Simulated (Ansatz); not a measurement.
# Cr (P6_3/mmc) in Ansatz: further runs

Runs on Cr. Level: PBE. Tasks: single point.

All numbers are computed with Ansatz 0.2.0; they aren't measurements. Logs are shortened: lines on timing, memory, paths and dates and some standing lists are left out, and cuts for length are marked.

## 1. The structure

It takes space group P6_3/mmc (No. 194, hexagonal). Conventional cell: a = 2.714 Å, b = 2.714 Å, c = 4.410 Å, α = 90.00°, β = 90.00°, γ = 120.00°. Cr (site symmetry -6m2) is surrounded by 12 Cr at 2.71 Å.

This isn't the form of Cr at room conditions, which is bcc.

## 2. Single point, PBE, collinear spin, ferromagnetic start

Contents of input.yaml:

```yaml
crystal:
  lattice:
    - [2.714, 0.0, 0.0]
    - [-1.357, 2.3503929459, 0.0]
    - [0.0, 0.0, 4.41]
  atoms:
    - { symbol: Cr, position: [0.6666666667, 0.3333333333, 0.75], spin: 3.0 }
    - { symbol: Cr, position: [0.3333333333, 0.6666666667, 0.25], spin: 3.0 }
hamiltonian:
  xc: pbe
  pseudopotentials: { kind: paw }
magnetization:
  spin_polarized: true
kpoints:
  mp_grid: { grid: [11, 11, 6] }
scf:
  occupations: { method: gaussian, width: 0.021 }
output:
  forces: true
  stress: true
  eigenvalues: true
```

Potentials or basis: Ansatz PAW.

Run with:

```
> ansatz run input.yaml --threads 2 --pin off --max-ram 5632MiB --backend cpu --events-out ev --progress --plain --runs-dir out
```

Log:

```text
Warning: RAYON_NUM_THREADS=2 ignored (pool sized by the plan → 2); use --threads N
Engine: ansatz 0.2.0, x86_64-unknown-linux-gnu
Pseudopotentials: kind: paw
Pseudopotential: Cr, paw, valence charge 14, recommended cutoff 420 eV (normal), Cr.paw.azcp
Functional definition: PBE
  parameter kappa = 0.804
  parameter beta = 0.06672455060314922
  exchange = pbe_x(kappa = kappa, mu = beta*pi^2/3)
  correlation = pbe_c(beta = beta)
Crystal: 2 atoms, lattice volume = 28.131 Å³
Basis set: ecut = 420 eV, 549 PW (Γ), exchange–correlation on 40×40×60 points (8 copies of the dense FFT grid, shifted against one another)
Bands: 21, of which v1, the nominal top of the filled ones, is band 14 counted from 1 (13 counted from 0)
Symmetry: 24 space group operations
Space group: P63/mmc (ITA 194), of the structure as read, at distance tolerance 3.0e-5 Å
Magnetic group: BNS 194.263 (UNI 1493), of the structure as read, at distance tolerance 3.0e-5 Å
k-points: 64 of 726
Non-local potential: Cr, projectors of the file, l = 0: 3, l = 1: 2, l = 2: 3, l = 3: 1
PAW form: soft (Blöchl's): semilocal exchange-correlation on the pseudo side does not see the compensation charge
PAW one-centre angular grid: Cr, 590 points (default); XC on 64 Gauss nodes
Initial density: superposition of atomic densities (chi_scale 0.1, normalization cell)
Starting moments: Σ|m| = 6 μB on 2 of 2 sites
Initial wavefunctions: pseudopotential atomic-orbital guess
Functional: x = pbe(κ = 0.804, μ = 0.2195149727645171), c = pbe(β = 0.06672455060314922)
SCF iter   1: F=—  HF=-6758.190417 eV  |F-HF|=—  |Δ(HF+E_count)|=         —  Δρ=2.44e-1 (↑2.44e-1 ↓7.88e-2)  dr2=1.04e1  dr2_m=5.80e0  M=2.046 μB ∫|m|=2.046 μB  β_m=0.30  ethr=3.10e-3  ⟨swp⟩=3.3  Hψ=9455  notcnv=0
Mixer restart at iter 1: flushing history
preconditioner: auto → none  [metal: Δε(μ)=0.009 eV  Ē_g=5.592 eV  σ=0.021 eV  W_gap=0.24  n_scr=8 (ndim 8)  ℏωp=24.3 eV  f_vac=0.000  D(μ)=2.54/eV (n_scr^D=34)  sad-step TF]
SCF iter   2: F=—  HF=-6755.288630 eV  |F-HF|=—  |Δ(HF+E_count)|=    2.90e0  Δρ=1.38e-1 (↑1.38e-1 ↓5.83e-2)  dr2=3.05e0  dr2_m=2.20e0  M=2.261 μB ∫|m|=2.261 μB  β_m=0.49  ethr=3.10e-3  ⟨swp⟩=2.0  Hψ=5987  notcnv=0  defer=155
SCF iter   3: F=—  HF=-6754.157993 eV  |F-HF|=—  |Δ(HF+E_count)|=    1.13e0  Δρ=2.78e-2 (↑2.78e-2 ↓2.08e-2)  dr2=1.09e-1  dr2_m=1.26e-1  M=2.254 μB ∫|m|=2.255 μB  β_m=0.64  ethr=3.10e-3  ⟨swp⟩=2.7  Hψ=5189  notcnv=0  defer=153
SCF iter   4: F=—  HF=-6754.127996 eV  |F-HF|=—  |Δ(HF+E_count)|=   3.00e-2  Δρ=5.62e-3 (↑2.34e-3 ↓5.62e-3)  dr2=9.56e-3  dr2_m=2.07e-3  M=2.065 μB ∫|m|=2.067 μB  β_m=0.82  ethr=3.91e-4  ⟨swp⟩=2.0  Hψ=5080  notcnv=0  defer=156
SCF iter   5: F=—  HF=-6754.149106 eV  |F-HF|=—  |Δ(HF+E_count)|=   2.11e-2  Δρ=1.30e-2 (↑1.30e-2 ↓1.01e-2)  dr2=2.12e-3  dr2_m=3.45e-2  M=1.753 μB ∫|m|=1.755 μB  β_m=0.82  ethr=3.41e-5  ⟨swp⟩=2.5  Hψ=4839  notcnv=0  defer=156
SCF iter   6: F=—  HF=-6754.125850 eV  |F-HF|=—  |Δ(HF+E_count)|=   2.33e-2  Δρ=7.96e-3 (↑5.55e-3 ↓7.96e-3)  dr2=2.07e-2  dr2_m=4.49e-3  M=0.620 μB ∫|m|=0.628 μB  β_m=0.74  ethr=7.58e-6  ⟨swp⟩=2.3  Hψ=5352  notcnv=0  defer=156
SCF iter   7: F=—  HF=-6754.149683 eV  |F-HF|=—  |Δ(HF+E_count)|=   2.38e-2  Δρ=1.58e-2 (↑1.58e-2 ↓1.49e-2)  dr2=3.01e-4  dr2_m=6.08e-2  M=1.542 μB ∫|m|=1.544 μB  β_m=0.66  ethr=7.58e-6  ⟨swp⟩=2.1  Hψ=5531  notcnv=0  defer=159  recentre
SCF iter   8: F=—  HF=-6754.144818 eV  |F-HF|=—  |Δ(HF+E_count)|=   4.86e-3  Δρ=5.02e-3 (↑5.02e-3 ↓4.07e-3)  dr2=2.89e-4  dr2_m=5.30e-3  M=1.736 μB ∫|m|=1.738 μB  β_m=0.84  ethr=1.08e-6  ⟨swp⟩=2.2  Hψ=5269  notcnv=0  defer=160
SCF iter   9: F=—  HF=-6754.144506 eV  |F-HF|=—  |Δ(HF+E_count)|=   3.13e-4  Δρ=3.88e-3 (↑3.88e-3 ↓3.32e-3)  dr2=9.88e-5  dr2_m=3.33e-3  M=1.738 μB ∫|m|=1.739 μB  β_m=0.92  ethr=1.03e-6  ⟨swp⟩=2.2  Hψ=3646  notcnv=0  defer=160
SCF iter  10: F=—  HF=-6754.144104 eV  |F-HF|=—  |Δ(HF+E_count)|=   4.01e-4  Δρ=9.32e-4 (↑7.93e-4 ↓9.32e-4)  dr2=9.66e-6  dr2_m=1.91e-4  M=1.743 μB ∫|m|=1.744 μB  β_m=0.96  ethr=3.53e-7  ⟨swp⟩=2.3  Hψ=4311  notcnv=0  defer=160
SCF iter  11: F=—  HF=-6754.144108 eV  |F-HF|=—  |Δ(HF+E_count)|=   3.91e-6  Δρ=9.25e-4 (↑9.25e-4 ↓8.24e-4)  dr2=3.14e-6  dr2_m=1.97e-4  M=1.744 μB ∫|m|=1.746 μB  β_m=0.96  ethr=3.45e-8  ⟨swp⟩=2.5  Hψ=4231  notcnv=0  defer=160
SCF iter  12: F=-6754.144092 eV  HF=-6754.144091 eV  |F-HF|=2.27e-7  |Δ(HF+E_count)|=   1.70e-5  Δρ=1.45e-4 (↑1.45e-4 ↓1.45e-4)  dr2=1.38e-6  dr2_m=4.98e-6  M=1.744 μB ∫|m|=1.745 μB  β_m=0.98  ethr=1.12e-8  ⟨swp⟩=2.4  Hψ=4183  notcnv=0  defer=160
SCF iter  13: F=-6754.144092 eV  HF=-6754.144094 eV  |F-HF|=1.72e-6  |Δ(HF+E_count)|=   2.75e-6  Δρ=2.28e-4 (↑2.10e-4 ↓2.28e-4)  dr2=2.74e-7  dr2_m=1.23e-5  M=1.743 μB ∫|m|=1.745 μB  β_m=0.82  ethr=4.91e-9  ⟨swp⟩=2.0  Hψ=4394  notcnv=0  defer=160
SCF iter  14: F=-6754.144093 eV  HF=-6754.144093 eV  |F-HF|=2.55e-8  |Δ(HF+E_count)|=   1.50e-6  Δρ=3.44e-5 (↑3.20e-5 ↓3.44e-5)  dr2=1.08e-8  dr2_m=2.79e-7  M=1.744 μB ∫|m|=1.746 μB  β_m=0.91  ethr=9.79e-10  ⟨swp⟩=2.1  Hψ=3751  notcnv=0  defer=160
SCF iter  15: F=-6754.144093 eV  HF=-6754.144093 eV  |F-HF|=2.58e-10  |Δ(HF+E_count)|=   1.97e-8  Δρ=4.55e-6 (↑4.33e-6 ↓4.55e-6)  dr2=1.48e-10  dr2_m=5.02e-9  M=1.744 μB ∫|m|=1.746 μB  β_m=0.96  ethr=3.86e-11  ⟨swp⟩=2.4  Hψ=4294  notcnv=0  defer=160
SCF iter  16: F=-6754.144093 eV  HF=-6754.144093 eV  |F-HF|=9.09e-12  |Δ(HF+E_count)|=  1.31e-10  Δρ=2.16e-7 (↑1.55e-7 ↓2.16e-7)  dr2=1.41e-11  dr2_m=2.18e-12  M=1.744 μB ∫|m|=1.746 μB  ethr=1.00e-12  ⟨swp⟩=5.0  Hψ=9626  notcnv=0
SCF 1 converged in 16 iterations: F = -6754.144093 eV  dr2 = 1.41e-11
Symmetry: 12 space group operations
k-points: 64 of 726 (time reversal used)
Initial density: read from a saved state, or passed on in memory by an earlier SCF of this step, an earlier step, the calling program or the single point that the run made first
Starting moments: Σ|m| = 6 μB on 2 of 2 sites; this step starts from the density that it was given
Initial wavefunctions: those read from a saved state, or passed on in memory by an earlier step or the calling program
iter 1 solved again at ethr=1.00e-12 eV; its pass at ethr=3.57e-6 eV (dr2=1.41e-11 eV) is discarded
SCF iter   1: F=—  HF=-6754.144093 eV  |F-HF|=—  |Δ(HF+E_count)|=         —  Δρ=2.16e-7 (↑1.55e-7 ↓2.16e-7)  dr2=1.41e-11  dr2_m=2.19e-12  M=1.744 μB ∫|m|=1.746 μB  ethr=1.00e-12  ⟨swp⟩=1.0  Hψ=13461  notcnv=0
preconditioner: auto → none  [metal: Δε(μ)=0.011 eV  Ē_g=4.793 eV  σ=0.021 eV  W_gap=0.30  n_scr=8 (ndim 8)  ℏωp=24.3 eV  f_vac=0.000  D(μ)=3.41/eV (n_scr^D=42)]
SCF iter   2: F=—  HF=-6754.345690 eV  |F-HF|=—  |Δ(HF+E_count)|=   2.02e-1  Δρ=7.68e-2 (↑7.68e-2 ↓3.94e-2)  dr2=5.41e0  dr2_m=1.52e-1  M=1.786 μB ∫|m|=2.180 μB  ethr=3.57e-6  ⟨swp⟩=1.0  Hψ=12973  notcnv=0
SCF iter   3: F=—  HF=-6754.146045 eV  |F-HF|=—  |Δ(HF+E_count)|=   2.00e-1  Δρ=6.08e-3 (↑5.93e-3 ↓6.08e-3)  dr2=5.43e-2  dr2_m=2.54e-4  M=2.041 μB ∫|m|=2.096 μB  ethr=3.57e-6  ⟨swp⟩=1.0  Hψ=8921  notcnv=0
SCF iter   4: F=—  HF=-6754.143902 eV  |F-HF|=—  |Δ(HF+E_count)|=   2.14e-3  Δρ=1.80e-3 (↑1.80e-3 ↓8.82e-4)  dr2=3.15e-3  dr2_m=7.42e-5  M=1.977 μB ∫|m|=2.011 μB  ethr=3.57e-6  ⟨swp⟩=1.0  Hψ=7572  notcnv=0
an SCF along what the orbitals of the run's state read of its open shells (or to have them read: on a GPU, or by another smearing), with 12 of the crystal's symmetry operations given up, reached no lower state that the run goes on to. This is no proof of a minimum
at 1 of the mixer's solves, the last at iteration 11, it left a direction of its history that read negative out of its fit and stepped the other way along it
SCF converged after 16 iterations
Magnetization: 1.7437 μB (14.8718 up, 13.1282 down)
Absolute magnetization: 1.7456 μB (∫|ρ↑−ρ↓|, with the PAW one-centre terms)
Spin contamination: 0.0047 ħ² per cell (⟨S²⟩ above its minimum at these occupations)
Per-site moments (μB) at R_I (Å): [(0.8021314697609335, 1.1158327308725133), (0.8021314697609336, 1.1158327308725133)]
Free energy (F): -6754.144093 eV
Harris-Foulkes:  -6754.144093 eV  (|F-HF|=9.09e-12)
Internal energy: -6754.143340 eV  (E = F + TS)
E sigma→0 (E₀):  -6754.143716 eV
Entropy (-TS):   -0.000753 eV (-0.376 meV/atom)
Fermi energy:    15.267069 eV
--- Per-component energies (eV) ---
  E_band       = -392.820375
  E_kinetic    = 678.690809
  E_local      = -2696.313739  (includes V_loc(G=0)·N_el)
  E_nonlocal   = 157.187439
  E_hartree    = 1148.720100
  E_xc         = -276.584620
  E_vxc        = -352.559983  (∫ρ·V_xc dr)
  E_paw        = -2389.022147  (= ΣΔE_a)
  E_vpaw       = -477.265934  (= ΣTr[D̂ρ^β])
  E_aug_tail   = 0.000784  (compensation charges beyond the density's cutoff)
  E_ewald      = -3376.821965
  E_smearing   = -0.000753  (= −TS)
  E_closure    = -0.000000  (closes the sum)
  Σ components = -6754.144093   (vs F -6754.144093, Δ=0.00e0)
--- Forces (eV/Å), atoms counted from 1 ---
  atom   1  Cr     0.00000000     0.00000000     0.00000000
  atom   2  Cr     0.00000000    -0.00000000     0.00000000
  max |Σ_I F_I| component: 9.25e-18 eV/Å
--- Stress (GPa, compression-positive) ---
      -26.878564       0.000000       0.000000
        0.000000     -26.878564       0.000000
        0.000000       0.000000     -22.958665
  P = ⅓ Tr σ = -25.5719 GPa (-255.719 kbar)
--- Band table (eV; the first three rows and the last of 128) ---
  k-point 0 ↑: bands = ["-56.6646", "-56.5765", "-28.1346", "-27.8036", "-27.8036", "-27.7371", "-27.7371", "-27.6464", "8.0835", "11.6724", "14.5888", "14.5888", "14.6411", "14.9573", "14.9573", "15.4263", "15.4263", "15.6415", "16.6686", "16.6686", "22.5360"]
  k-point 1 ↑: bands = ["-56.6587", "-56.5824", "-28.1027", "-27.7992", "-27.7992", "-27.7416", "-27.7416", "-27.6798", "8.3275", "11.5621", "14.5264", "14.5264", "14.5515", "14.8745", "14.8745", "15.0656", "15.6026", "15.6026", "16.6526", "16.6526", "23.6203"]
  k-point 2 ↑: bands = ["-56.6427", "-56.5986", "-28.0148", "-27.7870", "-27.7870", "-27.7707", "-27.7538", "-27.7538", "9.0241", "11.0395", "14.2996", "14.3319", "14.4731", "14.4731", "14.6931", "14.6931", "15.9645", "15.9645", "16.5553", "16.5553", "26.0603"]
  k-point 63 ↓: bands = ["-55.7316", "-55.7316", "-27.2932", "-27.2932", "-27.1645", "-27.1645", "-26.9807", "-26.9807", "13.3720", "13.3720", "14.0378", "14.0378", "14.5452", "14.5452", "16.1785", "16.1785", "17.4995", "17.4995", "21.4828", "21.4828", "23.8293"]
```

It took 25 s on 2 threads of Intel Xeon at 2.50GHz (Skylake/Cascade Lake), shared host; peak memory 0.52 GiB.

What came out:

```
Free energy            : -6754.1441 eV
Pressure               : -25.6 GPa
Band gap on the k mesh : none (metal or under the smearing width)
Net moment             : 1.74 μB per cell
Absolute moment        : 1.75 μB per cell
Site moments           : Cr +0.80 μB
```

Caveat: so large a pressure means that the cell lies far from this level's equilibrium, or that cutoff or potentials fall short.

## 3. Single point, PBE, collinear spin, ferromagnetic start

Edit input.yaml of step 2 so:

```diff
@@ -16,3 +16,3 @@
 scf:
-  occupations: { method: gaussian, width: 0.021 }
+  occupations: { method: gaussian, width: 0.022 }
 output:
@@ -21 +21,5 @@
   eigenvalues: true
+  write_density: true
+  write_potential: true
+  elf: true
+  volumetric_format: npy
```

Potentials or basis: Ansatz PAW.

Run with:

```
> ansatz run input.yaml --threads 2 --pin off --max-ram 5632MiB --backend cpu --events-out ev --progress --plain --runs-dir out
```

It took 22 s on 2 threads of Intel Xeon at 2.50GHz (Skylake/Cascade Lake), shared host; peak memory 0.53 GiB.

The run converged. Its results:

```yaml
Free_energy: -6754.1441 eV
Pressure: -25.6 GPa
Band_gap_on_the_k_mesh: none (metal or under the smearing width)
Net_moment: 1.74 μB per cell
Absolute_moment: 1.75 μB per cell
Site_moments: Cr +0.80 μB
```

Stress tensor (GPa, compression positive):
```
-26.88   0.00   0.00
  0.00 -26.88   0.00
  0.00   0.00 -22.96
```

Levels at points of the mesh, in eV from the Fermi level:
Spin up:
```csv
k point,band 13,band 14,band 15,band 16,band 17,band 18
"(0.00, 0.00, 0.00)",-0.63,-0.31,-0.31,0.16,0.16,0.37
"(0.00, 0.00, -0.50)",-0.73,-0.73,-0.73,-0.73,1.05,1.05
```
Spin down:
| k point | band 10 | band 11 | band 12 | band 13 | band 14 | band 15 | band 16 | band 17 |
| --- | --- | --- | --- | --- | --- | --- | --- | --- |
| (0.00, 0.00, 0.00) | -3.12 | -0.01 | 0.07 | 0.07 | 0.46 | 0.46 | 0.62 | 0.95 |
| (0.00, 0.00, -0.50) | -4.90 | -0.58 | -0.58 | 0.02 | 0.02 | 0.02 | 0.02 | 1.87 |

Caveat: so large a pressure means that the cell lies far from this level's equilibrium, or that cutoff or potentials fall short.
